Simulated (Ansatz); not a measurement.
## HfO2 under strain

Level of theory: DFT PBE, scalar-relativistic, plane waves, PAW (Ansatz 0.2.0). Run with 420 eV cutoff, 6×6×8 k-mesh, Gaussian smearing of 0.02 eV, no spin polarisation.

Reference structure (relaxed):

```
CELL_PARAMETERS angstrom
4.88037 0.00000 0.00000
0.00000 4.88037 0.00000
0.00000 0.00000 3.23768
ATOMIC_POSITIONS crystal
Hf 0.00000 0.00000 0.00000
Hf 0.50000 0.50000 0.50000
O 0.19482 0.80518 0.50000
O 0.30518 0.30518 0.00000
O 0.69482 0.69482 0.00000
O 0.80518 0.19482 0.50000
```

Deformation: shear that moves c along a by the strain times its height over the a-b plane, the cell held and the atoms relaxed, all within the symmetry that the strain leaves. Energies are extrapolated to zero smearing. Gaps are Kohn–Sham gaps over the whole zone.

Spin-orbit coupling is left out, which matters for the bands and energies of heavy elements.

```csv
strain (%),ΔE (meV/atom),a (Å),b (Å),c (Å),gap (eV)
+0.0,0.0,4.880,4.880,3.238,3.90
+2.0,1.6,4.880,4.880,3.238,3.89
+4.0,6.5,4.880,4.880,3.240,3.87
+6.0,14.6,4.880,4.880,3.244,3.83
+8.0,26.0,4.880,4.880,3.248,3.78
+12.0,58.6,4.880,4.880,3.261,3.62
```

(1) What stiffness (1/V) d²E/dε² at zero strain does a cubic fit over all points give?

Answers

(1) A cubic fit gives (1/V) d²E/dε² = 100 GPa at zero strain (the shear constant for this plane and direction).